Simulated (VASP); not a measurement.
# MoSe2 (P6_3/mmc) in VASP: notebook

Runs on MoSe2. Level: PBE+D3(BJ). Tasks: relaxation of shape and atoms at fixed volume.

Program: VASP 6.6.1. These are calculated values, not measurements. Logs are shortened: lines on timing, memory, paths and dates and some standing lists are left out, and cuts for length are marked.

### 1 The crystal as given

Symmetry: P6_3/mmc, No. 194, hexagonal system. The conventional cell has a = 3.279 Å, b = 3.279 Å, c = 12.725 Å, α = 90.00°, β = 90.00°, γ = 120.00°. Mo (site symmetry -6m2) has 6 Se at 2.53 Å as nearest neighbours. Around Se (site symmetry 3m) lie 3 Mo at 2.53 Å.

### 2 Relaxation of shape and atoms at fixed volume, PBE+D3(BJ) (a relaxed cell with its volume scaled by 0.96)

INCAR

```
PREC = Accurate ; ENCUT = 600
EDIFF = 1E-7 ; ISMEAR = 0
SIGMA = 0.03 ; LREAL = F
LASPH = T ; NELM = 80
ALGO = Normal ; ISIF = 4
LWAVE = F ; LCHARG = F
GGA = PE ; IVDW = 12
IBRION = 2 ; NSW = 40
EDIFFG = -0.01 ; KPAR = 2
```

KPOINTS

```
regular mesh
0
Gamma
  9 9 2
```

POSCAR

```
MoSe2                                   
1.0
    3.2343509464      0.0000000000      0.0000000000
   -1.6171754733      2.8010300843      0.0000000000
    0.0000000000      0.0000000000     12.5530308963
  Mo              Se            
     2     4
Direct
     0.3333333332999970    0.6666666667000030    0.2500000000000000
     0.6666666667000030    0.3333333332999970    0.7500000000000000
     0.3333333332999970    0.6666666667000030    0.6183309794846110
     0.6666666667000030    0.3333333332999970    0.1183309794846110
     0.3333333332999970    0.6666666667000030    0.8816690205153890
     0.6666666667000030    0.3333333332999970    0.3816690205153890
```

Potentials or basis: VASP PAW PBE potentials, release 64 (Mo_sv, Se).

Started as:

```console
> cat potpaw_PBE.64/Mo_sv/POTCAR potpaw_PBE.64/Se/POTCAR > POTCAR
> mpirun -np 2 vasp_std > vasp.out
```

OUTCAR:

```text
PREC = Accurate
   ENCUT = 600
   EDIFF = 1E-7
   ISMEAR = 0
   LREAL = F
   LASPH = T
   NELM = 80
   ISIF = 4
   GGA = PE
   IVDW = 12
   IBRION = 2
   NSW = 40
   EDIFFG = -0.01
 IVDW          = 12

 ion  position               nearest neighbor table
   1  0.333  0.667  0.250-   4 2.49   6 2.49   4 2.49   6 2.49   4 2.49   6 2.49
   2  0.667  0.333  0.750-   3 2.49   5 2.49   3 2.49   5 2.49   3 2.49   5 2.49
   3  0.333  0.667  0.618-   2 2.49   2 2.49   2 2.49
   4  0.667  0.333  0.118-   1 2.49   1 2.49   1 2.49
   5  0.333  0.667  0.882-   2 2.49   2 2.49   2 2.49
   6  0.667  0.333  0.382-   1 2.49   1 2.49   1 2.49

  LATTYP: Found a hexagonal cell.
 ALAT       =     3.2343509464
 C/A-ratio  =     3.8811591891

  Lattice vectors:

 A1 = (   3.2343509464,   0.0000000000,   0.0000000000)
 A2 = (  -1.6171754733,   2.8010300843,   0.0000000000)
 A3 = (   0.0000000000,   0.0000000000,  12.5530308963)

Analysis of symmetry for initial positions (statically):
=====================================================================
 Subroutine PRICEL returns:
 Original cell was already a primitive cell.

 Routine SETGRP: Setting up the symmetry group for a
 hexagonal supercell.

 Subroutine GETGRP returns: Found 24 space group operations
 (whereof 12 operations were pure point group operations)
 out of a pool of 24 trial point group operations.

The static configuration has the point symmetry D_3d.
 The point group associated with its full space group is D_6h.

Analysis of symmetry for dynamics (positions and initial velocities):
=====================================================================
 Subroutine PRICEL returns:
 Original cell was already a primitive cell.

 Routine SETGRP: Setting up the symmetry group for a
 hexagonal supercell.

 Subroutine GETGRP returns: Found 24 space group operations
 (whereof 12 operations were pure point group operations)
 out of a pool of 24 trial point group operations.

The dynamic configuration has the point symmetry D_3d.
 The point group associated with its full space group is D_6h.

 Subroutine INISYM returns: Found 24 space group operations
 (whereof 12 operations are pure point group operations),
 and found     1 'primitive' translations

----------------------------------------------------------------------------------------

                                     Primitive cell

  volume of cell :     113.7244

  direct lattice vectors                    reciprocal lattice vectors
     3.234350946  0.000000000  0.000000000     0.309181043  0.178505759  0.000000000
    -1.617175473  2.801030084  0.000000000     0.000000000  0.357011517  0.000000000
     0.000000000  0.000000000 12.553030896     0.000000000  0.000000000  0.079662036

  length of vectors
     3.234350946  3.234350946 12.553030896     0.357011517  0.357011517  0.079662036

  position of ions in fractional coordinates (direct lattice)
     0.333333333  0.666666667  0.250000000
     0.666666667  0.333333333  0.750000000
     0.333333333  0.666666667  0.618330979
     0.666666667  0.333333333  0.118330979
     0.333333333  0.666666667  0.881669021
     0.666666667  0.333333333  0.381669021

  ion indices of the primitive-cell ions
   primitive index   ion index
                 1           1
                 2           2
                 3           3
                 4           4
                 5           5
                 6           6

----------------------------------------------------------------------------------------

 KPOINTS: regular mesh

Automatic generation of k-mesh.
 Grid dimensions read from file:
 generate k-points for:    9    9    2

 Generating k-lattice:

  Cartesian coordinates                     Fractional coordinates (reciprocal lattice)
     0.034353449  0.019833973  0.000000000     0.111111111 -0.000000000  0.000000000
     0.000000000  0.039667946  0.000000000     0.000000000  0.111111111  0.000000000
     0.000000000  0.000000000  0.039831018     0.000000000  0.000000000  0.500000000

  Length of vectors
     0.039667946  0.039667946  0.039831018

  Shift w.r.t. Gamma in fractional coordinates (k-lattice)
     0.000000000  0.000000000  0.000000000

 Subroutine IBZKPT returns following result:
 ===========================================

 Found     24 irreducible k-points:

 Following reciprocal coordinates:
            Coordinates               Weight
  0.000000  0.000000  0.000000      1.000000
  0.111111  0.000000  0.000000      6.000000
  0.222222  0.000000  0.000000      6.000000
  0.333333  0.000000  0.000000      6.000000
  0.444444  0.000000  0.000000      6.000000
  0.111111  0.111111  0.000000      6.000000
[... 16 lines left out ...]
  0.333333  0.222222  0.500000     12.000000
  0.333333  0.333333  0.500000      2.000000
   k-points           NKPTS =     24   k-points in BZ     NKDIM =     24   number of bands    NBANDS=     31
   number of dos      NEDOS =    301   number of ions     NIONS =      6
   total plane-waves  NPLWV =  78400
   dimension x,y,z NGX =    28 NGY =   28 NGZ =  100
   dimension x,y,z NGXF=    56 NGYF=   56 NGZF=  200
   ions per type =               2   4
   NGX,Y,Z   is equivalent  to a cutoff of  14.39, 14.39, 13.24 a.u.
   NGXF,Y,Z  is equivalent  to a cutoff of  28.78, 28.78, 26.49 a.u.
 SYSTEM =  unknown system
   PREC   = accura    normal or accurate (medium, high low for compatibility)
   ISTART =      0    job   : 0-new  1-cont  2-samecut
   ICHARG =      2    charge: 1-file 2-atom 10-const
   ISPIN  =      1    spin polarized calculation?
   LNONCOLLINEAR =      F non collinear calculations
   LSORBIT =      F    spin-orbit coupling
   LASPH  =      T    aspherical Exc in radial PAW
   ENCUT  =  600.0 eV  44.10 Ry    6.64 a.u.   6.46  6.46 25.07*2*pi/ulx,y,z
   NELM   =     80;   NELMIN=  2; NELMDL= -5     # of ELM steps
   EDIFF  = 0.1E-06   stopping-criterion for ELM
   LREAL  =      F    real-space projection
   EDIFFG = -.1E-01   stopping-criterion for IOM
   NSW    =     40    number of steps for IOM
   IBRION =      2    ionic relax: 0-MD 1-quasi-New 2-CG
   NFREE  =      1    steps in history (QN), initial steepest desc. (CG)
   ISIF   =      4    stress and relaxation
   ISYM   =      2    0-nonsym 1-usesym 2-fastsym
   POTIM  = 0.5000    time-step for ionic-motion
   TEBEG  =    0.0;   TEEND  =   0.0 temperature during run
   PSTRESS=    0.0 pullay stress
   NELECT =      52.0000    total number of electrons
   NUPDOWN=      -1.0000    fix difference up-down
   EMIN   =  10.00;   EMAX   =-10.00  energy-range for DOS
   EFERMI =   0.00;   METHOD = LEGACY
   ISMEAR =     0;   SIGMA  =   0.03  broadening in eV -4-tet -1-fermi 0-gaus
   EFERMI_NEDOS =   21; number of points for ismear=-14 and -15
   IALGO  =     38    algorithm
   IMIX   =      4    mixing-type and parameters
     AMIX     =   0.40;   BMIX     =  1.00
     AMIX_MAG =   1.60;   BMIX_MAG =  1.00
  volume/ion in A,a.u.               =      18.95       127.91
  Fermi-wavevector in a.u.,A,eV,Ry     =   1.261222  2.383363 21.642518  1.590680
  Thomas-Fermi vector in A             =   2.394692
   LORBIT       =      0    0 simple, 1 ext, 2 COOP (PROOUT), +10 PAW based schemes
   GGA     = PE    functional components
   LHFCALC =     F    Hartree Fock is set to
   AEXX    =    0.0000 exact exchange contribution
   IVDW    =    12    specifies the selected vdW correction
   LEPSILON=     F    determine dielectric tensor
   LRPA    =     F    only Hartree local field effects (RPA)
 conjugate gradient relaxation of ions
 non-spin polarized calculation
 Gauss-broadening in eV      SIGMA  =   0.03
  energy-cutoff  :      600.00
  volume of cell :      113.72
 maximum number of plane-waves:      3855
 NGX is ok and might be reduce to    28
   NGX = 13   NGY = 13   NGZ = 51

--------------------------------------- Ionic step        1  -------------------------------------------

 number of electron      52.0000006 magnetization

 Free energy of the ion-electron system (eV)
  ---------------------------------------------------
  ext. energy  EPLUGINS =         0.00000000
  ---------------------------------------------------
  free energy    TOTEN  =       -39.60275949 eV

  energy without entropy =      -39.60275949  energy(sigma->0) =      -39.60275949

------------------------ aborting loop because EDIFF is reached ----------------------------------------

 Edisp (eV)   -2.99561

 E8    (eV) :    -1.2919

  FORCE on cell =-STRESS in cart. coord.  units (eV):
  Direction    XX          YY          ZZ          XY          YZ          ZX
  --------------------------------------------------------------------------------------
  -------------------------------------------------------------------------------------
  Total       3.93016     3.93016     4.76927    -0.00000    -0.00000    -0.00000
  in kB      55.36910    55.36910    67.19062    -0.00000    -0.00000    -0.00000
  external pressure =       59.31 kB  Pullay stress =        0.00 kB
[... 157 lines left out ...]
  energy  without entropy=      -42.6461366597  energy(sigma->0) =      -42.64613666

--------------------------------------- Ionic step        5  -------------------------------------------

 number of electron      52.0000001 magnetization

 Free energy of the ion-electron system (eV)
  ---------------------------------------------------
  ext. energy  EPLUGINS =         0.00000000
  ---------------------------------------------------
  free energy    TOTEN  =       -39.65277255 eV

  energy without entropy =      -39.65277255  energy(sigma->0) =      -39.65277255

 E-fermi :   7.5459     XC(G=0): -11.0781

 val. band max:        7.2962051239   @ k =   0.0000   0.0000   0.0000
 cond. band min:       8.0096610412   @ k =   0.2222   0.1111   0.0000
 fundamental gap:      0.7134559172
 Fermi energy:         7.5458873795

 k-point     1 :       0.0000    0.0000    0.0000
  band No.  band energies     occupation
      1     -53.9619      2.00000
      2     -53.9619      2.00000
      3     -28.1502      2.00000
      4     -28.1500      2.00000
      5     -27.9278      2.00000
      6     -27.9278      2.00000
[... 842 lines left out ...]
  FREE ENERGIE OF THE ION-ELECTRON SYSTEM (eV)
  ---------------------------------------------------
  free  energy   TOTEN  =       -42.6492288304 eV

  energy  without entropy=      -42.6492288304  energy(sigma->0) =      -42.64922883

 reached required accuracy - stopping structural energy minimisation
```

It took 3.8 min on 2 MPI ranks of AMD EPYC 7R13 (Zen 3), shared host; peak memory 0.3 GiB.

Results:

| Property | Result |
| --- | --- |
| Free energy | -42.6492 eV |
| Energy gained by relaxing | 8.5 meV/atom |
| Ionic steps | 5 |
| Pressure after relaxing | 2.4 GPa |
| Largest force after relaxing | 0.007 eV/Å |
| Band gap on the k mesh | 0.71 eV, indirect (least direct gap 1.50 eV) |
| Dispersion energy per atom | -0.499 eV |

Forces in eV/Å, atoms in the order of the input:
```
Mo   0.000  0.000  0.000
Mo   0.000  0.000  0.000
Se   0.000  0.000 -0.007
Se   0.000  0.000 -0.007
Se   0.000  0.000  0.007
Se   0.000  0.000  0.007
```

Step by step:
| step | energy change (eV) | largest force (eV/Å) | pressure (GPa) |
| --- | --- | --- | --- |
| 1 | 0.0000 | 0.6438 | 5.93 |
| 2 | -0.0361 | 0.0126 | 3.03 |
| 3 | -0.0367 | 0.0598 | 3.35 |
| 4 | -0.0478 | 0.0332 | 2.86 |
| 5 | -0.0509 | 0.0068 | 2.44 |

Final structure:
```
CELL_PARAMETERS angstrom
3.25217 0.00000 0.00000
-1.62609 2.81646 0.00000
0.00000 0.00000 12.41583
ATOMIC_POSITIONS crystal
Mo 0.33333 0.66667 0.25000
Mo 0.66667 0.33333 0.75000
Se 0.33333 0.66667 0.61487
Se 0.66667 0.33333 0.11487
Se 0.33333 0.66667 0.88513
Se 0.66667 0.33333 0.38513
```

Caveat: an odd mesh through Γ misses points on the zone boundary, where band edges often lie.

[end of part 1 of 3]
